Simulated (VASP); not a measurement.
# InP (F-43m) in VASP: a series of runs, part 2 of 2

VASP 6.6.1. Earlier steps stand in the parts before.

**3. Relaxation of cell and atoms, LDA**

This run uses another cell than the first one, of 25.17 Å³/atom.

INCAR

```
SYSTEM = InP
  PREC = Accurate
  ENCUT = 600
  EDIFF = 1E-7
  ISMEAR = 0
  SIGMA = 0.02
  LREAL = .FALSE.
  LASPH = .TRUE.
  NELM = 100
  ALGO = Normal
  ISIF = 3
  LWAVE = .FALSE.
  LCHARG = .FALSE.
  IBRION = 2
  NSW = 80
  EDIFFG = -0.01
```

KPOINTS

```
regular mesh
0
G
  10 10 10
  0 0 0
```

POSCAR

```
InP
1.0
    0.0000000000      2.9305000000      2.9305000000
    2.9305000000      0.0000000000      2.9305000000
    2.9305000000      2.9305000000      0.0000000000
In P
1 1
Direct
    0.0000000000      0.0000000000      0.0000000000
    0.2500000000      0.2500000000      0.2500000000
```

Potentials or basis: VASP PAW LDA potentials, release 64 (In_d, P).

On the command line:

```console
> cat potpaw_LDA.64/In_d/POTCAR potpaw_LDA.64/P/POTCAR > POTCAR
> mpirun -np 1 vasp_std > vasp.out
```

OUTCAR:

```text
SYSTEM = InP
   PREC = Accurate
   ENCUT = 600
   EDIFF = 1E-7
   ISMEAR = 0
   LREAL = .FALSE.
   LASPH = .TRUE.
   NELM = 100
   ISIF = 3
   IBRION = 2
   NSW = 80
   EDIFFG = -0.01

 ion  position               nearest neighbor table
   1  0.000  0.000  0.000-   2 2.54   2 2.54   2 2.54   2 2.54
   2  0.250  0.250  0.250-   1 2.54   1 2.54   1 2.54   1 2.54

  LATTYP: Found a face centered cubic cell.
 ALAT       =     5.8610000000

  Lattice vectors:

 A1 = (   0.0000000000,   2.9305000000,   2.9305000000)
 A2 = (   2.9305000000,   0.0000000000,   2.9305000000)
 A3 = (   2.9305000000,   2.9305000000,   0.0000000000)

Analysis of symmetry for initial positions (statically):
=====================================================================
 Subroutine PRICEL returns:
 Original cell was already a primitive cell.

 Routine SETGRP: Setting up the symmetry group for a
 face centered cubic supercell.

 Subroutine GETGRP returns: Found 24 space group operations
 (whereof 24 operations were pure point group operations)
 out of a pool of 48 trial point group operations.

The static configuration has the point symmetry T_d .

Analysis of symmetry for dynamics (positions and initial velocities):
=====================================================================
 Subroutine PRICEL returns:
 Original cell was already a primitive cell.

 Routine SETGRP: Setting up the symmetry group for a
 face centered cubic supercell.

 Subroutine GETGRP returns: Found 24 space group operations
 (whereof 24 operations were pure point group operations)
 out of a pool of 48 trial point group operations.

The dynamic configuration has the point symmetry T_d .

 Subroutine INISYM returns: Found 24 space group operations
 (whereof 24 operations are pure point group operations),
 and found     1 'primitive' translations

----------------------------------------------------------------------------------------

                                     Primitive cell

[... 135 lines left out ...]
  ---------------------------------------------------
  ext. energy  EPLUGINS =         0.00000000
  ---------------------------------------------------
  free energy    TOTEN  =        -9.67139950 eV

  energy without entropy =       -9.67139950  energy(sigma->0) =       -9.67139950

------------------------ aborting loop because EDIFF is reached ----------------------------------------

  FORCE on cell =-STRESS in cart. coord.  units (eV):
  Direction    XX          YY          ZZ          XY          YZ          ZX
  --------------------------------------------------------------------------------------
  -------------------------------------------------------------------------------------
  Total       -0.3631568     -0.3631568     -0.3631568      0.0000000      0.0000000     -0.0000000
  in kB      -11.5597820    -11.5597820    -11.5597820      0.0000000      0.0000000     -0.0000000
  external PRESSURE =     -11.5597820 kB  Pullay stress =       0.0000000 kB
[... 59 lines left out ...]
--------------------------------------- Ionic step        3  -------------------------------------------

 number of electron      18.0000001 magnetization

 Free energy of the ion-electron system (eV)
  ---------------------------------------------------
  ext. energy  EPLUGINS =         0.00000000
  ---------------------------------------------------
  free energy    TOTEN  =        -9.67439831 eV

  energy without entropy =       -9.67439831  energy(sigma->0) =       -9.67439831

 E-fermi :   5.3078     XC(G=0):  -9.6824

 val. band max:        5.1924242253   @ k =   0.0000   0.0000   0.0000
 cond. band min:       5.7930785871   @ k =   0.0000   0.0000   0.0000
 fundamental gap:      0.6006543618
 Fermi energy:         5.3077813554

 k-point     1 :       0.0000    0.0000    0.0000
  band No.  band energies     occupation
      1      -9.0293      2.00000
      2      -9.0293      2.00000
      3      -9.0293      2.00000
      4      -8.8658      2.00000
      5      -8.8658      2.00000
      6      -6.4679      2.00000
      7       5.1924      2.00000
      8       5.1924      2.00000
      9       5.1924      2.00000
     10       5.7931      0.00000
     11       9.1555      0.00000
     12       9.1555      0.00000
     13       9.1555      0.00000
[... 354 lines left out ...]
  band No.  band energies     occupation
      1      -9.1872      2.00000
      2      -8.9474      2.00000
      3      -8.9437      2.00000
      4      -8.9048      2.00000
      5      -8.8371      2.00000
      6      -4.7285      2.00000
      7       0.3311      2.00000
      8       2.9060      2.00000
      9       3.1885      2.00000
     10       7.2755      0.00000
     11       8.1170      0.00000
     12      11.9598      0.00000
     13      12.6387      0.00000

 [... further k-points ...]

------------------------ aborting loop because EDIFF is reached ----------------------------------------

  FORCE on cell =-STRESS in cart. coord.  units (eV):
  Direction    XX          YY          ZZ          XY          YZ          ZX
  --------------------------------------------------------------------------------------
  -------------------------------------------------------------------------------------
  Total       -0.0037578     -0.0037578     -0.0037578      0.0000000      0.0000000      0.0000000
  in kB       -0.1216110     -0.1216110     -0.1216110      0.0000000      0.0000000      0.0000000
  external PRESSURE =      -0.1216110 kB  Pullay stress =       0.0000000 kB
[... 17 lines left out ...]
  FREE ENERGIE OF THE ION-ELECTRON SYSTEM (eV)
  ---------------------------------------------------
  free  energy   TOTEN  =        -9.6743983056 eV

  energy  without entropy=       -9.6743983056  energy(sigma->0) =       -9.67439831

 reached required accuracy - stopping structural energy minimisation
```

Wall time 2.2 min (1 thread of Intel Xeon 8259CL, shared host); peak memory 0.21 GiB.

What came out:

* Free energy: -9.6744 eV
* Relaxed volume: 24.75 Å³/atom
* Relaxed cell: a = 4.122 Å, b = 4.122 Å, c = 4.122 Å, α = 60.00°, β = 60.00°, γ = 60.00°
* Space group after relaxing (to 0.1 Å): F-43m (No. 216)
* Energy gained by relaxing: 1.5 meV/atom
* Ionic steps: 3
* Pressure after relaxing: 0.0 GPa
* Band gap on the k mesh: 0.60 eV

The path:
```csv
step,energy change (eV),largest force (eV/Å),pressure (GPa),volume (Å³)
1,0.0000,0.0000,-1.16,50.33
2,-0.0019,0.0000,0.71,49.02
3,-0.0030,0.0000,-0.01,49.51
```

Final structure:
```
In P
1.0
     0.00000    2.91438    2.91438
     2.91438    0.00000    2.91438
     2.91438    2.91438    0.00000
In P
1 1
Direct
  0.00000 0.00000 0.00000
  0.25000 0.25000 0.25000
```

Levels at points of the mesh, in eV from the valence-band top:
| k point | band 7 | band 8 | band 9 | band 10 | band 11 | band 12 |
| --- | --- | --- | --- | --- | --- | --- |
| (0.00, 0.00, 0.00) | 0.00 | 0.00 | 0.00 | 0.60 | 3.96 | 3.96 |
| (0.50, 0.00, 0.00) | -5.92 | -1.02 | -1.02 | 1.37 | 4.71 | 4.71 |
| (0.50, 0.50, 0.00) | -5.93 | -2.42 | -2.42 | 1.57 | 2.12 | 9.10 |

Caveat: spin-orbit coupling is left out, which moves the levels of the heavy elements. LDA usually gives volumes a few per cent too small.

**4. Comparison with measurements**

Step 2. A measured gap of InP is 1.4236 eV (direct; 1.6 K; a printed reference work, data compilation); the calculated 0.61 eV misses it by -0.82 eV. Spin-orbit coupling on In is left out. The value is that of LDA, without temperature or zero-point motion. Semilocal functionals fall short of measured gaps as a rule.
